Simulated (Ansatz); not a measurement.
## Orbital-resolved density of states of Ag

```yaml
crystal:
  lattice:
    - [2.88620, 0.00000, 0.00000]
    - [-1.44310, 2.49952, 0.00000]
    - [0.00000, 0.00000, 10.00000]
  atoms:
    - { symbol: Ag, position: [0.33333, 0.66667, 0.25000] }
    - { symbol: Ag, position: [0.66667, 0.33333, 0.75000] }
    - { symbol: Ag, position: [0.00000, 0.00000, 0.00000] }
    - { symbol: Ag, position: [0.00000, 0.00000, 0.50000] }
```

Atom numbers follow the list: Ag1, Ag2, Ag3, Ag4.

The geometry is COD entry 1509194, unchecked; take it as a test cell.

Level of theory: DFT, PBE, all-electron LAPW, scalar-relativistic in Ansatz 0.2.0.

Sampling and basis: a Γ-centred 14×14×4 k mesh, Fermi–Dirac smearing of 0.08 eV, basis error target 0.5 meV/atom, no spin polarisation.

States per eV for one atom of each kind, in 0.4 eV bins named by their centres, from the Fermi level, projected on a minimal set of Löwdin-orthogonalised atomic shells; orbitals are real harmonics on the Cartesian axes, equal curves share a column, and empty bins are left out, as is all above 6.2 eV, near the top of the computed bands.

Ag1 4d:

```
# E all dz2 dxz=dyz dx2-y2=dxy
-6.3 0.02 0.01 0.00 0.00
-5.9 1.22 0.26 0.16 0.32
-5.5 3.16 0.62 0.59 0.68
-5.1 2.27 0.42 0.49 0.44
-4.7 3.03 0.81 0.52 0.59
-4.3 3.35 0.67 0.65 0.69
-3.9 3.16 0.57 0.70 0.60
-3.5 3.12 0.42 0.89 0.46
-3.1 3.37 0.67 0.72 0.64
-2.7 1.45 0.36 0.14 0.40
-2.3 0.12 0.02 0.03 0.02
-1.9 0.10 0.02 0.02 0.02
-1.5 0.08 0.02 0.01 0.02
-1.1 0.07 0.01 0.01 0.01
-0.7 0.06 0.01 0.01 0.01
-0.3 0.05 0.01 0.01 0.01
0.1 0.05 0.01 0.01 0.01
0.5 0.04 0.01 0.01 0.01
0.9 0.03 0.01 0.01 0.01
1.3 0.03 0.01 0.00 0.01
1.7 0.02 0.00 0.00 0.00
2.1 0.02 0.01 0.00 0.00
2.5 0.02 0.00 0.00 0.00
2.9 0.02 0.01 0.00 0.00
3.3 0.01 0.01 0.00 0.00
3.7 0.01 0.01 0.00 0.00
4.1 0.01 0.00 0.00 0.00
4.5 0.01 0.00 0.00 0.00
4.9 0.02 0.00 0.00 0.00
5.3 0.01 0.00 0.00 0.00
5.7 0.01 0.00 0.00 0.00
6.1 0.01 0.00 0.00 0.00
```

Ag3 4d:

```
# E all dz2 dxz=dyz dx2-y2=dxy
-6.3 0.02 0.01 0.00 0.00
-5.9 1.28 0.24 0.17 0.35
-5.5 3.09 0.65 0.60 0.62
-5.1 2.36 0.48 0.45 0.49
-4.7 2.95 0.79 0.48 0.61
-4.3 3.49 0.59 0.74 0.71
-3.9 3.07 0.54 0.77 0.50
-3.5 3.05 0.47 0.73 0.56
-3.1 3.43 0.72 0.77 0.58
-2.7 1.41 0.32 0.14 0.40
-2.3 0.13 0.02 0.03 0.02
-1.9 0.10 0.02 0.02 0.02
-1.5 0.08 0.02 0.01 0.02
-1.1 0.07 0.02 0.01 0.02
-0.7 0.06 0.01 0.01 0.01
-0.3 0.05 0.01 0.01 0.01
0.1 0.05 0.01 0.01 0.01
0.5 0.04 0.01 0.01 0.01
0.9 0.03 0.01 0.01 0.01
1.3 0.03 0.01 0.00 0.01
1.7 0.02 0.00 0.00 0.00
2.1 0.02 0.00 0.00 0.00
2.5 0.01 0.00 0.00 0.00
2.9 0.01 0.01 0.00 0.00
3.3 0.01 0.01 0.00 0.00
3.7 0.01 0.01 0.00 0.00
4.1 0.01 0.00 0.00 0.00
4.5 0.02 0.00 0.00 0.00
4.9 0.02 0.00 0.00 0.01
5.3 0.01 0.00 0.00 0.00
5.7 0.01 0.00 0.00 0.00
```

Ag1 5s:

```
# E all
-7.1 0.04
-6.7 0.09
-6.3 0.14
-5.9 0.35
-5.5 0.36
-5.1 0.10
-4.7 0.08
-4.3 0.15
-3.9 0.11
-3.5 0.07
-3.1 0.05
-2.7 0.08
-2.3 0.10
-1.9 0.12
-1.5 0.13
-1.1 0.14
-0.7 0.15
-0.3 0.16
0.1 0.16
0.5 0.15
0.9 0.13
1.3 0.12
1.7 0.11
2.1 0.11
2.5 0.11
2.9 0.11
3.3 0.11
3.7 0.09
4.1 0.05
4.5 0.13
4.9 0.20
5.3 0.13
5.7 0.08
6.1 0.07
```

Ag3 5s:

```
# E all
-7.1 0.04
-6.7 0.09
-6.3 0.14
-5.9 0.35
-5.5 0.33
-5.1 0.11
-4.7 0.13
-4.3 0.11
-3.9 0.09
-3.5 0.08
-3.1 0.05
-2.7 0.08
-2.3 0.10
-1.9 0.12
-1.5 0.13
-1.1 0.14
-0.7 0.15
-0.3 0.16
0.1 0.16
0.5 0.15
0.9 0.14
1.3 0.14
1.7 0.11
2.1 0.10
2.5 0.09
2.9 0.10
3.3 0.09
3.7 0.07
4.1 0.04
4.5 0.18
4.9 0.23
5.3 0.14
5.7 0.09
6.1 0.09
```
